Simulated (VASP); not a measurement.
Write the native input for VASP 6.6.1 that does the following.

- Task: relaxation of cell and atoms
- Functional: RPBE
- Potentials or basis: VASP PAW PBE potentials, release 64 (Au)
- Cutoff: 600 eV
- k mesh: 18 × 18 × 18
- Occupations: gaussian, width 0.1 eV
- Spin: no spin polarisation
- Further INCAR settings: ALGO = Normal; EDIFF = 1e-07; IBRION = 2; EDIFFG = -0.005; NSW = 90; ISIF = 3

The structure of Au lies in POSCAR:

```
Au
1.0
   -1.6198059000      1.6198059000      1.6198059000
    1.6198059000     -1.6198059000      1.6198059000
    1.6198059000      1.6198059000     -1.6198059000
Au
1
Direct
    0.0000000000      0.0000000000      0.0000000000
```

This isn't the form of Au at room conditions, which is fcc.

One way to write it, as run:

INCAR

```
PREC     = Accurate       # precision mode
ENCUT    = 600            # plane-wave cutoff, eV
EDIFF    = 1E-7           # SCF threshold, eV
ISMEAR   = 0              # smearing method
SIGMA    = 0.1            # smearing width, eV
LREAL    = False          # projectors in reciprocal space
LASPH    = True           # aspherical terms in the spheres
NELM     = 60             # most SCF steps
ALGO     = Normal         # electronic algorithm
ISIF     = 3              # what is computed and relaxed
LWAVE    = False          # write WAVECAR
LCHARG   = False          # write CHGCAR
GGA      = RP             # functional
IBRION   = 2              # ionic algorithm
NSW      = 90             # ionic steps
EDIFFG   = -0.005         # ionic threshold
```

KPOINTS

```
Automatic mesh
0
Gamma
  18 18 18
```

Potentials or basis: VASP PAW PBE potentials, release 64 (Au).

The run is started by

```bash
$ cat potpaw_PBE.64/Au/POTCAR > POTCAR
$ mpirun -np 1 vasp_std > vasp.out
```

It gave:

- Relaxed volume: 18.51 Å³/atom
- Relaxed cell: a = 2.886 Å, b = 2.886 Å, c = 2.886 Å, α = 109.47°, β = 109.47°, γ = 109.47°
- Space group after relaxing (to 0.05 Å): Im-3m (No. 229)
- Energy gained by relaxing: 56.0 meV/atom
- Ionic steps: 19
- Pressure after relaxing: 0.0 GPa
- Band gap on the k mesh: none (metal or under the smearing width)

Caveat: the PAW data sets were made with another functional, which shifts forces and pressure a little.

It took 78 s on 1 thread of Intel(R) Xeon(R) 6975P-C (Granite Rapids) (shared host), peak memory 0.18 GiB.
